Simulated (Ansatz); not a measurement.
# W(100) with 4 layers of random W-V, 2x2: scattering by chemical disorder, part 2 of 2

How strongly does chemical disorder scatter in W(100) with 4 layers of random W-V, 2x2?

Ansatz 0.2.0; Ansatz plane-wave DFT, PBE, PAW files; ballistic transport by layer matching (Landauer), zero bias; PAW set soft_1.

So far. Step 3 (With 8 alloy layers): Over the solved energies the transmission per spin lies between 2.48 and 2.76, out of 5.41 channels of the lead on average (up to 5.66).

**4. With 12 alloy layers**

In 12 layers a share of 0.5 of the sites is given to V at random. A fresh draw is used; the growth of the resistance with length is what counts.

System of this step: W(100) with 12 layers of random W-V, 2x2. The cell holds 88 atoms: 64 W and 24 V. Cell: a = 6.330 Å, b = 6.330 Å, c = 34.813 Å, α = 90.0°, β = 90.0°, γ = 90.0°. It derives from W. Regions: lead, 40 atoms (40 W); scattering region, 48 atoms (24 V and 24 W). The structure is stacked along c, and the current runs across the ab planes.

Contents of input.yaml:

```yaml
crystal:
  lattice:
    - [6.3296, 0.0, 0.0]
    - [0.0, 6.3296, 0.0]
    - [0.0, 0.0, 34.8128]
  atoms:
    - { symbol: W, position: [0.0, 0.0, 0.0227272727] }
    - { symbol: W, position: [0.0, 0.5, 0.0227272727] }
    - { symbol: W, position: [0.5, 0.0, 0.0227272727] }
    - { symbol: W, position: [0.5, 0.5, 0.0227272727] }
    - { symbol: W, position: [0.25, 0.25, 0.0681818182] }
    - { symbol: W, position: [0.25, 0.75, 0.0681818182] }
    - { symbol: W, position: [0.75, 0.25, 0.0681818182] }
    - { symbol: W, position: [0.75, 0.75, 0.0681818182] }
    - { symbol: W, position: [0.0, 0.0, 0.1136363636] }
    - { symbol: W, position: [0.0, 0.5, 0.1136363636] }
    - { symbol: W, position: [0.5, 0.0, 0.1136363636] }
    - { symbol: W, position: [0.5, 0.5, 0.1136363636] }
    - { symbol: W, position: [0.25, 0.25, 0.1590909091] }
    - { symbol: W, position: [0.25, 0.75, 0.1590909091] }
    - { symbol: W, position: [0.75, 0.25, 0.1590909091] }
    - { symbol: W, position: [0.75, 0.75, 0.1590909091] }
    - { symbol: W, position: [0.0, 0.0, 0.2045454545] }
    - { symbol: W, position: [0.0, 0.5, 0.2045454545] }
    - { symbol: W, position: [0.5, 0.0, 0.2045454545] }
    - { symbol: W, position: [0.5, 0.5, 0.2045454545] }
    - { symbol: V, position: [0.25, 0.25, 0.25] }
    - { symbol: W, position: [0.25, 0.75, 0.25] }
    - { symbol: V, position: [0.75, 0.25, 0.25] }
    - { symbol: V, position: [0.75, 0.75, 0.25] }
    - { symbol: V, position: [0.0, 0.0, 0.2954545455] }
    - { symbol: W, position: [0.0, 0.5, 0.2954545455] }
    - { symbol: V, position: [0.5, 0.0, 0.2954545455] }
    - { symbol: W, position: [0.5, 0.5, 0.2954545455] }
    - { symbol: W, position: [0.25, 0.25, 0.3409090909] }
    - { symbol: W, position: [0.25, 0.75, 0.3409090909] }
    - { symbol: W, position: [0.75, 0.25, 0.3409090909] }
    - { symbol: W, position: [0.75, 0.75, 0.3409090909] }
    - { symbol: V, position: [0.0, 0.0, 0.3863636364] }
    - { symbol: V, position: [0.0, 0.5, 0.3863636364] }
    - { symbol: W, position: [0.5, 0.0, 0.3863636364] }
    - { symbol: W, position: [0.5, 0.5, 0.3863636364] }
    - { symbol: V, position: [0.25, 0.25, 0.4318181818] }
    - { symbol: V, position: [0.25, 0.75, 0.4318181818] }
    - { symbol: W, position: [0.75, 0.25, 0.4318181818] }
    - { symbol: W, position: [0.75, 0.75, 0.4318181818] }
    - { symbol: V, position: [0.0, 0.0, 0.4772727273] }
    - { symbol: V, position: [0.0, 0.5, 0.4772727273] }
    - { symbol: V, position: [0.5, 0.0, 0.4772727273] }
    - { symbol: V, position: [0.5, 0.5, 0.4772727273] }
    - { symbol: W, position: [0.25, 0.25, 0.5227272727] }
    - { symbol: V, position: [0.25, 0.75, 0.5227272727] }
    - { symbol: W, position: [0.75, 0.25, 0.5227272727] }
    - { symbol: V, position: [0.75, 0.75, 0.5227272727] }
    - { symbol: V, position: [0.0, 0.0, 0.5681818182] }
    - { symbol: V, position: [0.0, 0.5, 0.5681818182] }
    - { symbol: V, position: [0.5, 0.0, 0.5681818182] }
    - { symbol: W, position: [0.5, 0.5, 0.5681818182] }
    - { symbol: W, position: [0.25, 0.25, 0.6136363636] }
    - { symbol: W, position: [0.25, 0.75, 0.6136363636] }
    - { symbol: W, position: [0.75, 0.25, 0.6136363636] }
    - { symbol: V, position: [0.75, 0.75, 0.6136363636] }
    - { symbol: W, position: [0.0, 0.0, 0.6590909091] }
    - { symbol: W, position: [0.0, 0.5, 0.6590909091] }
    - { symbol: W, position: [0.5, 0.0, 0.6590909091] }
    - { symbol: W, position: [0.5, 0.5, 0.6590909091] }
    - { symbol: W, position: [0.25, 0.25, 0.7045454545] }
    - { symbol: V, position: [0.25, 0.75, 0.7045454545] }
    - { symbol: V, position: [0.75, 0.25, 0.7045454545] }
    - { symbol: V, position: [0.75, 0.75, 0.7045454545] }
    - { symbol: W, position: [0.0, 0.0, 0.75] }
    - { symbol: W, position: [0.0, 0.5, 0.75] }
    - { symbol: V, position: [0.5, 0.0, 0.75] }
    - { symbol: V, position: [0.5, 0.5, 0.75] }
    - { symbol: W, position: [0.25, 0.25, 0.7954545455] }
    - { symbol: W, position: [0.25, 0.75, 0.7954545455] }
    - { symbol: W, position: [0.75, 0.25, 0.7954545455] }
    - { symbol: W, position: [0.75, 0.75, 0.7954545455] }
    - { symbol: W, position: [0.0, 0.0, 0.8409090909] }
    - { symbol: W, position: [0.0, 0.5, 0.8409090909] }
    - { symbol: W, position: [0.5, 0.0, 0.8409090909] }
    - { symbol: W, position: [0.5, 0.5, 0.8409090909] }
    - { symbol: W, position: [0.25, 0.25, 0.8863636364] }
    - { symbol: W, position: [0.25, 0.75, 0.8863636364] }
    - { symbol: W, position: [0.75, 0.25, 0.8863636364] }
    - { symbol: W, position: [0.75, 0.75, 0.8863636364] }
    - { symbol: W, position: [0.0, 0.0, 0.9318181818] }
    - { symbol: W, position: [0.0, 0.5, 0.9318181818] }
    - { symbol: W, position: [0.5, 0.0, 0.9318181818] }
    - { symbol: W, position: [0.5, 0.5, 0.9318181818] }
    - { symbol: W, position: [0.25, 0.25, 0.9772727273] }
    - { symbol: W, position: [0.25, 0.75, 0.9772727273] }
    - { symbol: W, position: [0.75, 0.25, 0.9772727273] }
    - { symbol: W, position: [0.75, 0.75, 0.9772727273] }
kpoints:
  mp_grid: { grid: [4, 4, 1] }
hamiltonian:
  xc: pbe
  pseudopotentials: { kind: paw, azcp: { folder: soft_1 } }
scf:
  occupations: { method: fermi_dirac, width: 0.1 }
output:
  transmission: { leads: [[0, 4]], kmesh: [8, 8], e_range: [-0.05, 0.05], de: 0.05 }
  write_potential: true
  write_density: true
  volumetric_format: npy
```

On the command line:

```sh
$ ansatz run input.yaml --threads 4 --pin off --max-ram 15360MiB --backend cpu --events-out ev --progress --plain --runs-dir out
```

Numbers of over 12 decimals in the logs are rounded to 6 here.

The log of the run:

```text
[...]
Crystal: 88 atoms, lattice volume = 1394.734 Å³
Basis set: ecut = 420 eV, 27305 PW (Γ)
Bands: 725, of which v1, the nominal top of the filled ones, is band 604 counted from 1 (603 counted from 0)
Symmetry: 1 space group operations
[...]
k-points: 10 of 16 (time reversal used)
[...]
SCF iter   1: F=—  HF=-734838.526554 eV  |F-HF|=—  |Δ(HF+E_count)|=         —  Δρ=3.54e-1  dr2=2.03e4  ethr=3.10e-3  ⟨swp⟩=5.2  Hψ=27702  notcnv=0
[...]
SCF iter  13: F=-734599.450400 eV  HF=-734599.450400 eV  |F-HF|=1.05e-8  |Δ(HF+E_count)|=   6.98e-9  Δρ=3.42e-7  dr2=1.09e-8  ethr=8.28e-12  ⟨swp⟩=8.9  Hψ=19899  notcnv=0
SCF 1 converged in 13 iterations: F = -734599.450400 eV  dr2 = 1.09e-8
[...]
transmission: 174 of 1734 steps passed
transmission: 350 of 1734 steps passed
[...]
transmission: 1734 of 1734 steps passed
SCF converged after 13 iterations
Free energy (F): -734599.450400 eV
[...]
Internal energy: -734597.670785 eV  (E = F + TS)
E sigma→0 (E₀):  -734598.560592 eV
Entropy (-TS):   -1.779616 eV (-20.223 meV/atom)
Fermi energy:    19.832367 eV
[...]
--- Band table (eV; the first three rows and the last of 10) ---
  k-point 0: bands = [... 600 lower, 20.0106, 20.0729, 20.1230, 20.1240, 20.1313, 20.1326, 20.1472, 20.1507, ... 117 higher]
  k-point 1: bands = [... 600 lower, 19.9725, 19.9740, 20.0254, 20.0392, 20.0466, 20.0679, 20.0712, 20.0809, ... 117 higher]
  k-point 2: bands = [... 600 lower, 19.6890, 19.6917, 19.7071, 19.7536, 19.7634, 19.7903, 19.8251, 19.8690, ... 117 higher]
  k-point 9: bands = [... 600 lower, 19.2025, 19.2201, 19.2299, 19.2344, 19.2636, 19.3035, 19.3176, 19.3406, ... 117 higher]
--- Transmission ---
  basis      : 349 plane waves across, 51 finite elements along
  points     : 34, standing for a mesh of 8 x 8
[...]
channels       : 5.281250e0 a spin
[...]
slowest decay  : 0.0370 /Å at (0.5000, 0.5000)
  junction   : crystal 0 to crystal 0, 0.70 to 33.93 Å
    transmission   : 2.329118e0 a spin
[...]
```

Wall time 22 min (4 threads of Intel Xeon Platinum 8259CL at 2.50GHz (Skylake/Cascade Lake), shared host); peak memory 8.4 GiB.

Numbers from this step:

* free energy: -734599.4504 eV
* energy at zero smearing: -734598.5606 eV
* Fermi energy: 19.83 eV
* transmission per spin nearest the Fermi level: 2.329
* open channels per spin nearest the Fermi level: 5.281
* step of the lead's potential: 16.2 meV

Per spin. Table of transmission, zone mean by energy, zero at the Fermi level:

```
energy (eV)  transmission, zone mean
    -0.0500                     2.45
     0.0000                     2.33
     0.0500                     2.28
```

Over the solved energies the transmission per spin lies between 2.28 and 2.45, out of 5.32 channels of the lead on average (up to 5.78).

**5. Resistance against length**

This step: Ansatz plane-wave DFT, PBE, PAW files; ballistic transport by layer matching (Landauer), zero bias; residual resistivity from the slope of the area resistance, atoms on the host's lattice; PAW set soft_1 (Ansatz 0.2.0).

Numbers from this step:

```yaml
resistivity: 41.36 µΩ cm
intercept: 0.4517 fΩ m²
scatter_about_the_fit: 0.01948 fΩ m²
```

Resistance, by row:

```
run  length (Å)      T  channels N  RA (fΩ m²)
 n4        6.33  3.094       5.323      0.6997
 n8       12.66  2.639       5.406       1.003
n12       18.99  2.356       5.323       1.223
```

The area resistance by length of the alloy:

```
length of the alloy (Å)  area resistance (fΩ m²)
                   6.33                    0.700
                  12.66                     1.00
                  18.99                     1.22
```

The area resistance goes from 0.70 to 1.2 fΩ m² between 6.3 and 19.0 Å, a slope of 41 µΩ cm.

By hand from the end points: (1.223 − 0.6997) fΩ m² / (18.99 − 6.33) Å = 41 µΩ cm, since 1 fΩ m² per Å is 1000 µΩ cm.

**6. What came out**

| Item | Value |
| --- | --- |
| resistivity from the slope | 41.4 µΩ cm |
| area resistance over 6.33 Å | 0.700 fΩ m² |
| area resistance over 12.7 Å | 1.00 fΩ m² |
| area resistance over 19.0 Å | 1.22 fΩ m² |

What this shows: The slope gives 41 µΩ cm. The points scatter by 0.019 fΩ m² about the line, with one random draw a length in a 2x2 cell, so the slope is a rough value. The lead's own channel count moves between the runs (5.32, 5.41 and 5.32), which shifts RA and the slope too. Read with a model of isotropic scattering on a spherical Fermi surface and the lead's 1.0×10¹⁵ S/m², this slope means a mean free path near 18 Å (a rough figure, since the alloy's own channel count differs); over these lengths the model's slope is 1.04 times its bulk resistivity, which would be 40 µΩ cm. The atoms sit on the host's lattice, so scattering by size misfit is left out. Spin-orbit coupling is left out, which matters for W.

[Logs are printed without paths, hosts, clocks, repeated set-up lines and the standing remarks that a program may print on its own settings, such as how far it seeks lower states.]

[Hosts, paths, dates, database ids (printed as entryN), source tags and the programs' standing remarks are cut or masked in the printed files.]
